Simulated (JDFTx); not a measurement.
Wanted: the native input for a JDFTx 1.7.0 (patched build) run.

```yaml
Task: band structure
Functional: BLYP
Potentials_or_basis: PseudoDojo-SR-PBE-0.5-standard
Cutoff: 1088 eV
Density_cutoff: 8708 eV
k_mesh: 8 × 8 × 8
Occupations: fermi-dirac, width 0.05 eV
Spin: no spin polarisation
Band_ratio_of_the_Davidson_solver: 1.3
Bands: 15
Density_cutoff_over_wavefunction_cutoff: 8
Max_SCF_steps: 30
SCF_threshold_on_the_energy: 1e-06 Ha
Solver_of_the_electrons: minimize
Further_solve_for_the_empty_bands: no
Start: density of an earlier self-consistent run, held fixed
Path: G-X-W-K-G-L-U-W-L-K-U-X
```

GaP:

```xyz
2
Lattice="0.0000 2.7252 2.7252 2.7252 0.0000 2.7252 2.7252 2.7252 0.0000" Properties=species:S:1:pos:R:3 pbc="T T T"
Ga    0.0000    0.0000    0.0000
P     4.0879    4.0879    4.0879
```

The input as run:

bands.in

```
lattice \
    0.0000000000     5.1499761211     5.1499761211 \
    5.1499761211     0.0000000000     5.1499761211 \
    5.1499761211     5.1499761211     0.0000000000
coords-type Lattice
ion Ga     0.0000000000     0.0000000000     0.0000000000 1
ion P      0.7500000000     0.7500000000     0.7500000000 1

ion-species pseudo/Ga.upf
ion-species pseudo/P.upf
elec-cutoff 40 320
elec-ex-corr gga-x-b88 gga-c-lyp
elec-smearing Fermi 0.0018374661
elec-n-bands 15
electronic-minimize nIterations 30 energyDiffThreshold 1e-06
davidson-band-ratio 1.3
forces-output-coords Cartesian
include path.kpoints
symmetries none
fix-electron-density run.$VAR

dump-name bands.$VAR
dump End Ecomponents EigStats BandEigs Kpoints Forces
```

path.kpoints

```
kpoint +0.0000000000 +0.0000000000 +0.0000000000 0.020000000000
kpoint +0.0714285714 +0.0000000000 +0.0714285714 0.020000000000
kpoint +0.1428571429 +0.0000000000 +0.1428571429 0.020000000000
kpoint +0.2142857143 +0.0000000000 +0.2142857143 0.020000000000
kpoint +0.2857142857 +0.0000000000 +0.2857142857 0.020000000000
kpoint +0.3571428571 +0.0000000000 +0.3571428571 0.020000000000
kpoint +0.4285714286 +0.0000000000 +0.4285714286 0.020000000000
kpoint +0.5000000000 +0.0000000000 +0.5000000000 0.020000000000
kpoint +0.5000000000 +0.0833333333 +0.5833333333 0.020000000000
kpoint +0.5000000000 +0.1666666667 +0.6666666667 0.020000000000
kpoint +0.5000000000 +0.2500000000 +0.7500000000 0.020000000000
kpoint +0.4375000000 +0.3125000000 +0.7500000000 0.020000000000
kpoint +0.3750000000 +0.3750000000 +0.7500000000 0.020000000000
kpoint +0.3281250000 +0.3281250000 +0.6562500000 0.020000000000
kpoint +0.2812500000 +0.2812500000 +0.5625000000 0.020000000000
kpoint +0.2343750000 +0.2343750000 +0.4687500000 0.020000000000
kpoint +0.1875000000 +0.1875000000 +0.3750000000 0.020000000000
kpoint +0.1406250000 +0.1406250000 +0.2812500000 0.020000000000
kpoint +0.0937500000 +0.0937500000 +0.1875000000 0.020000000000
kpoint +0.0468750000 +0.0468750000 +0.0937500000 0.020000000000
kpoint +0.0000000000 +0.0000000000 +0.0000000000 0.020000000000
kpoint +0.0833333333 +0.0833333333 +0.0833333333 0.020000000000
kpoint +0.1666666667 +0.1666666667 +0.1666666667 0.020000000000
kpoint +0.2500000000 +0.2500000000 +0.2500000000 0.020000000000
kpoint +0.3333333333 +0.3333333333 +0.3333333333 0.020000000000
kpoint +0.4166666667 +0.4166666667 +0.4166666667 0.020000000000
kpoint +0.5000000000 +0.5000000000 +0.5000000000 0.020000000000
kpoint +0.5250000000 +0.4500000000 +0.5250000000 0.020000000000
kpoint +0.5500000000 +0.4000000000 +0.5500000000 0.020000000000
kpoint +0.5750000000 +0.3500000000 +0.5750000000 0.020000000000
kpoint +0.6000000000 +0.3000000000 +0.6000000000 0.020000000000
kpoint +0.6250000000 +0.2500000000 +0.6250000000 0.020000000000
kpoint +0.5625000000 +0.2500000000 +0.6875000000 0.020000000000
kpoint +0.5000000000 +0.2500000000 +0.7500000000 0.020000000000
kpoint +0.5000000000 +0.2916666667 +0.7083333333 0.020000000000
kpoint +0.5000000000 +0.3333333333 +0.6666666667 0.020000000000
kpoint +0.5000000000 +0.3750000000 +0.6250000000 0.020000000000
kpoint +0.5000000000 +0.4166666667 +0.5833333333 0.020000000000
kpoint +0.5000000000 +0.4583333333 +0.5416666667 0.020000000000
kpoint +0.5000000000 +0.5000000000 +0.5000000000 0.020000000000
kpoint +0.4791666667 +0.4791666667 +0.5416666667 0.020000000000
kpoint +0.4583333333 +0.4583333333 +0.5833333333 0.020000000000
kpoint +0.4375000000 +0.4375000000 +0.6250000000 0.020000000000
kpoint +0.4166666667 +0.4166666667 +0.6666666667 0.020000000000
kpoint +0.3958333333 +0.3958333333 +0.7083333333 0.020000000000
kpoint +0.3750000000 +0.3750000000 +0.7500000000 0.020000000000
kpoint +0.6250000000 +0.2500000000 +0.6250000000 0.020000000000
kpoint +0.5833333333 +0.1666666667 +0.5833333333 0.020000000000
kpoint +0.5416666667 +0.0833333333 +0.5416666667 0.020000000000
kpoint +0.5000000000 +0.0000000000 +0.5000000000 0.020000000000
```

Potentials or basis: PseudoDojo-SR-PBE-0.5-standard.

Command:

```sh
$ jdftx -c 1 -i bands.in -o bands.out
```

It gave:

* Band gap along the path: 1.66 eV, indirect (least direct gap 1.71 eV)

Wall time 19 s on 1 thread of AMD EPYC 9R45 96-Core Processor (Zen 5) (shared host), peak memory 0.11 GiB.
